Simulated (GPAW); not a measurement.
# Pt (Im-3m) in GPAW: single point with PBE

Aim: the single point of Pt with PBE.

All numbers are computed with GPAW 26.7.0; they aren't measurements. Logs are shortened: lines on timing, memory, paths and dates and some standing lists are left out, and cuts for length are marked. The log counts tension as positive stress, the text compression.

## 1. Starting point

The structure is cubic, space group Im-3m (No. 229). Conventional cell: a = 3.168 Å, b = 3.168 Å, c = 3.168 Å, α = 90.00°, β = 90.00°, γ = 90.00°. Pt (site symmetry m-3m) has 8 Pt at 2.74 Å as nearest neighbours.

This isn't the form of Pt at room conditions, which is fcc.

## 2. Single point, PBE

run.py reads:

```python
from ase.io import read
from gpaw import PW
from gpaw.dft import DFT

atoms = read('Pt.xyz')

dft = DFT(atoms,
          mode=PW(600),
          xc='PBE',
          kpts={'size': (12, 12, 12), 'gamma': True},
          occupations={'name': 'fermi-dirac', 'width': 0.05},
          nbands=17,
          convergence={'density': 1e-05, 'energy': 1e-05},
          maxiter=150,
          txt='gpaw.txt')
print(f'Energy: {dft.calculate_energy():.6f} eV')
print('Forces (eV/A):')
print(dft.calculate_forces().round(4))
print('Stress (eV/A^3):', dft.calculate_stress().round(6))
dft.write_gpw_file('gs.gpw')
```

Pt.xyz reads:

```xyz
1
Lattice="-1.5842200000 1.5842200000 1.5842200000 1.5842200000 -1.5842200000 1.5842200000 1.5842200000 1.5842200000 -1.5842200000" Properties=species:S:1:pos:R:3 pbc="T T T"
Pt     0.0000000000      0.0000000000      0.0000000000
```

Potentials or basis: GPAW PAW data sets (gpaw-data 1.2.1), pw.

Started as:

```bash
$ OMP_NUM_THREADS=1 python run.py
```

gpaw.txt:

```text
Diagonalizing LCAO Hamiltonian
Converting LCAO to pw mode

       Pt

Atoms  # Å, Bohr magnetons
|   | symbol |        x |        y |        z |    initial magnetic moments |
|---|--------|----------|----------|----------|-----------------------------|
| 0 |     Pt | 0.000000 | 0.000000 | 0.000000 | ( 0.0000,  0.0000,  0.0000) |

Unit cell  # Å
| periodic |         x |         y |         z |  lengths |     angles |
|----------|-----------|-----------|-----------|----------|------------|
|      yes | -1.584220 |  1.584220 |  1.584220 | 2.743950 | 109.471221 |
|      yes |  1.584220 | -1.584220 |  1.584220 | 2.743950 | 109.471221 |
|      yes |  1.584220 |  1.584220 | -1.584220 | 2.743950 | 109.471221 |

Number of symmetries: 48
Symmetry operations  # r_c * U_cc + t_c -> r_c
|    | kind |            matrix            |
|----|------|------------------------------|
|  0 |  σ   |  1, 1, 1,  0, 0,-1,  0,-1, 0 |
|  1 |  C4  |  1, 1, 1,  0, 0,-1, -1, 0, 0 |
|  2 |  C2  |  1, 1, 1,  0,-1, 0,  0, 0,-1 |
|  3 |  S6  |  1, 1, 1,  0,-1, 0, -1, 0, 0 |
|  4 |  S6  |  1, 1, 1, -1, 0, 0,  0, 0,-1 |
|  5 |  C4  |  1, 1, 1, -1, 0, 0,  0,-1, 0 |
|  6 |  E   |  1, 0, 0,  0, 1, 0,  0, 0, 1 |
|  7 |  σ   |  1, 0, 0,  0, 1, 0, -1,-1,-1 |
|  8 |  σ   |  1, 0, 0,  0, 0, 1,  0, 1, 0 |
|  9 |  C3  |  1, 0, 0,  0, 0, 1, -1,-1,-1 |
| 10 |  C3  |  1, 0, 0, -1,-1,-1,  0, 1, 0 |
| 11 |  σ   |  1, 0, 0, -1,-1,-1,  0, 0, 1 |
| 12 |  σ   |  0, 1, 0,  1, 0, 0,  0, 0, 1 |
| 13 |  C2  |  0, 1, 0,  1, 0, 0, -1,-1,-1 |
| 14 |  C3  |  0, 1, 0,  0, 0, 1,  1, 0, 0 |
| 15 |  S4  |  0, 1, 0,  0, 0, 1, -1,-1,-1 |
| 16 |  S4  |  0, 1, 0, -1,-1,-1,  1, 0, 0 |
| 17 |  C3  |  0, 1, 0, -1,-1,-1,  0, 0, 1 |
| 18 |  C3  |  0, 0, 1,  1, 0, 0,  0, 1, 0 |
| 19 |  S4  |  0, 0, 1,  1, 0, 0, -1,-1,-1 |
| 20 |  σ   |  0, 0, 1,  0, 1, 0,  1, 0, 0 |
| 21 |  C3  |  0, 0, 1,  0, 1, 0, -1,-1,-1 |
| 22 |  C2  |  0, 0, 1, -1,-1,-1,  1, 0, 0 |
| 23 |  S4  |  0, 0, 1, -1,-1,-1,  0, 1, 0 |
| 24 |  C4  |  0, 0,-1,  1, 1, 1,  0,-1, 0 |
| 25 |  σ   |  0, 0,-1,  1, 1, 1, -1, 0, 0 |
| 26 |  S6  |  0, 0,-1,  0,-1, 0,  1, 1, 1 |
| 27 |  C2  |  0, 0,-1,  0,-1, 0, -1, 0, 0 |
| 28 |  C4  |  0, 0,-1, -1, 0, 0,  1, 1, 1 |
| 29 |  S6  |  0, 0,-1, -1, 0, 0,  0,-1, 0 |
| 30 |  S6  |  0,-1, 0,  1, 1, 1,  0, 0,-1 |
| 31 |  C4  |  0,-1, 0,  1, 1, 1, -1, 0, 0 |
| 32 |  C4  |  0,-1, 0,  0, 0,-1,  1, 1, 1 |
| 33 |  S6  |  0,-1, 0,  0, 0,-1, -1, 0, 0 |
| 34 |  σ   |  0,-1, 0, -1, 0, 0,  1, 1, 1 |
| 35 |  C2  |  0,-1, 0, -1, 0, 0,  0, 0,-1 |
| 36 |  C2  | -1, 0, 0,  1, 1, 1,  0, 0,-1 |
| 37 |  S6  | -1, 0, 0,  1, 1, 1,  0,-1, 0 |
| 38 |  S6  | -1, 0, 0,  0, 0,-1,  1, 1, 1 |
| 39 |  C2  | -1, 0, 0,  0, 0,-1,  0,-1, 0 |
| 40 |  C2  | -1, 0, 0,  0,-1, 0,  1, 1, 1 |
| 41 |  i   | -1, 0, 0,  0,-1, 0,  0, 0,-1 |
| 42 |  S4  | -1,-1,-1,  1, 0, 0,  0, 1, 0 |
| 43 |  C3  | -1,-1,-1,  1, 0, 0,  0, 0, 1 |
| 44 |  C3  | -1,-1,-1,  0, 1, 0,  1, 0, 0 |
| 45 |  σ   | -1,-1,-1,  0, 1, 0,  0, 0, 1 |
| 46 |  S4  | -1,-1,-1,  0, 0, 1,  1, 0, 0 |
| 47 |  C2  | -1,-1,-1,  0, 0, 1,  0, 1, 0 |

BZ-sampling:
  Number of BZ points: 1728
  Number of IBZ points: 72

  Monkhorst-Pack size: [12, 12, 12]
  Monkhorst-Pack shift: [0.041666666666666664, 0.041666666666666664, 0.041666666666666664]

K-points  # in reciprocal-cell coordinates
|     |                                coordinates |     weight |
|-----|--------------------------------------------|------------|
|   0 | ( -0.00000000,  -0.00000000,  -0.00000000) | 0.00057870 |
|   1 | (  0.08333333,  -0.00000000,  -0.00000000) | 0.00694444 |
|   2 | (  0.08333333,   0.08333333,  -0.08333333) | 0.00347222 |
|   3 | (  0.16666667,  -0.00000000,  -0.08333333) | 0.01388889 |
|   4 | (  0.16666667,  -0.00000000,  -0.00000000) | 0.00694444 |
|   5 | (  0.16666667,   0.08333333,  -0.08333333) | 0.01388889 |
|   6 | (  0.16666667,   0.16666667,  -0.16666667) | 0.00347222 |
|   7 | (  0.25000000,  -0.08333333,  -0.08333333) | 0.00462963 |
|   8 | (  0.25000000,  -0.00000000,  -0.08333333) | 0.02777778 |
|   9 | (  0.25000000,  -0.00000000,  -0.00000000) | 0.00694444 |
| ... |                                            |            |
|  71 | (  0.50000000,   0.50000000,   0.50000000) | 0.00057870 |

Plane wave coefficients: 555
Cutoff: 600.0 eV

Spin-components: 1 (collinear spins)
Bands:           17
Projectors:      6
Spin-degeneracy: 2
Datatype:        complex128

Density:
  Valence electrons: 16.0
  Components: 1
  Grid points: [16 16 16]
  Charge: 0.0  # |e|

Potential:
  Grid points: [16 16 16]

species:
  Pt:
    name:    Platinum
    Z:       78.0
    valence: 16
    core:    62
    charge:  0.0  # [|e|]
    compensation charges:
      type: gauss
      rc: 0.41  # [Å]
      lmax: 2
    cutoffs:
      filter: 2.26  # [Å]
      core: 2.26  # [Å]
    projectors
    | kind |    occ | energy [eV] | rcut [Å] |
    |------|--------|-------------|----------|
    |   6s |  1.000 |      -5.628 |    1.307 |
    |   5p |  6.000 |     -56.051 |    1.371 |
    |   6p |  0.000 |      -0.845 |    1.371 |
    |   5d |  9.000 |      -6.153 |    1.307 |
    |    s |        |      21.583 |    1.307 |
    |    d |        |      21.058 |    1.307 |

    Using partial waves for Pt as LCAO basis

Reference energy: -500375.362767  # eV

eigensolver:
  PPCG
  Converge bands: occupied
  niter=2

density mixing:
  MSR1-Mixer
  Pratt-step length: 0.05
  Maximum mixing coefficient: 0.75
  Old densities: 10
  SVD Regularization: 0.005
  Good broyden scale: 1.0
  Trust region scale: 1.0
  Backstep threshold: 4.0
  History deletion threshold: 6.0
  Fourier metric: weight=20.0, sigma=0.015

occupation numbers:
  Fermi-Dirac:
    width: 0.0500  # eV

poisson solver:
  ecut: 4800.0  # eV

xc functional:
[... 9 lines left out ...]
|iter     | |      energy | eigst |  dens |
|---------|-|-------------|-------|-------|
|iter:   1| |   -6.766354 | +0.01 |       |
|iter:   2| |   -6.681629 | -2.98 | -1.21 |
|iter:   3| |   -6.364099 | -2.25 | -1.26 |
|iter:   4| |   -6.362666 | -3.79 | -2.26 |
|iter:   5| |   -6.362806 | -3.49 | -2.50 |
|iter:   6| |   -6.362815c| -5.89 | -3.59 |
|iter:   7| |   -6.362819c| -6.25 | -3.78 |
|iter:   8| |   -6.362819c| -7.59c| -4.93 |
|iter:   9| |   -6.362819c| -8.10c| -5.45c|
SCF steps: 9
Energy contributions relative to reference atoms: (reference = -500375.362767)

Energy contributions:
  Kinetic:          -8.384153
  Coulomb:           6.249402
  Zero:             -0.546330
  External:          0.000000
  Xc:               -3.678558
  Entropy:          -0.006359
  Spinorbit:         0.000000
  ----------------------------
  Free energy:      -6.365998
  Extrapolated:     -6.362819

Forces  # eV/Ang
|       x |       y |       z |
|---------|---------|---------|
| 0.00000 | 0.00000 | 0.00000 |  # Pt   0

Stress tensor  # eV/Ang^3
|        x |        y |        z |
|----------|----------|----------|
| 0.010911 | 0.000000 | 0.000000 |
| 0.000000 | 0.010911 | 0.000000 |
| 0.000000 | 0.000000 | 0.010911 |

Writing to gs.gpw (mode='')

  __  _  _
 | _ |_)|_||  |
 |__||  | ||/\| - 26.7.0

Input parameters:
  mode=PW(ecut=600.0),
  convergence={'density': 1e-05, 'energy': 1e-05},
  kpts=MonkhorstPack(size=(12, 12, 12), gamma=True),
  maxiter=150,
  nbands=17,
  occupations=Occupations(name='fermi-dirac', width=0.05),
  xc=XC(name='PBE')
# Writing to gs.gpw (mode='')
```

Run time: 12 s. Hardware: 1 thread of Arm Neoverse V1, shared host; peak memory 0.13 GiB.

What came out:

| Quantity | Value |
| --- | --- |
| Free energy | -6.3660 eV |
| Pressure | -1.7 GPa |
| Band gap on the k mesh | none (metal or under the smearing width) |

The run has no spin-orbit coupling, so splittings on Pt are missing.

## 3. The reference run

An earlier run on the cell as given: functional PBE; potentials or basis GPAW PAW data sets (gpaw-data 1.2.1); cutoff 600 eV; basis pw; k mesh 12 × 12 × 12; occupations fermi-dirac, width 0.05 eV; no spin polarisation.

* Pressure: -1.7 GPa
* Band gap on the k mesh: none (metal or under the smearing width)
